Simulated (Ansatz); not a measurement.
GeO2:
```yaml
crystal:
  lattice:
    - [4.41246, 0.00000, 0.00000]
    - [0.00000, 4.41246, 0.00000]
    - [0.00000, 0.00000, 2.87074]
  atoms:
    - { symbol: Ge, position: [0.50000, 0.50000, 0.50000] }
    - { symbol: Ge, position: [0.00000, 0.00000, 0.00000] }
    - { symbol: O, position: [0.69397, 0.69397, 0.00000] }
    - { symbol: O, position: [0.30603, 0.30603, 0.00000] }
    - { symbol: O, position: [0.80603, 0.19397, 0.50000] }
    - { symbol: O, position: [0.19397, 0.80603, 0.50000] }
```

Relaxed with r²SCAN. Special points in fractions of this cell's reciprocal vectors: Γ (0.000, 0.000, 0.000); X (0.000, 0.500, 0.000); M (0.500, 0.500, 0.000); Z (0.000, 0.000, 0.500); R (0.000, 0.500, 0.500); A (0.500, 0.500, 0.500).

List the band energies nearest the valence-band maximum at these points for DFT-r²SCAN in the program Ansatz with PAW potentials.

In eV from the valence-band maximum; about four levels below and three above (degenerate sets whole), none deeper than 8.9 eV; points with the same levels are listed once.

```
k                         below                  above
-  ----------------------------  ---------------------
Γ  -1.99 -1.99 -0.82 -0.82 0.00    2.49 6.67 7.89 7.89
X       -1.78 -1.78 -0.83 -0.83    5.63 5.63 8.61 8.61
M       -2.09 -2.09 -1.54 -1.54    5.71 5.71 9.34 9.34
Z       -2.34 -2.34 -1.93 -1.93  6.99 6.99 12.28 12.28
R       -1.44 -1.44 -1.36 -1.36    7.20 7.20 9.42 9.42
A       -1.36 -1.36 -1.21 -1.21  5.42 5.42 10.80 10.80
```

Space group P4_2/mnm (rutile). Symmetry was held in the r²SCAN relaxation; of distortions, only those at the zone centre were tested. Spin–orbit coupling is left out wherever it is not named.

Potentials: the earlier of the program's two PAW sets.
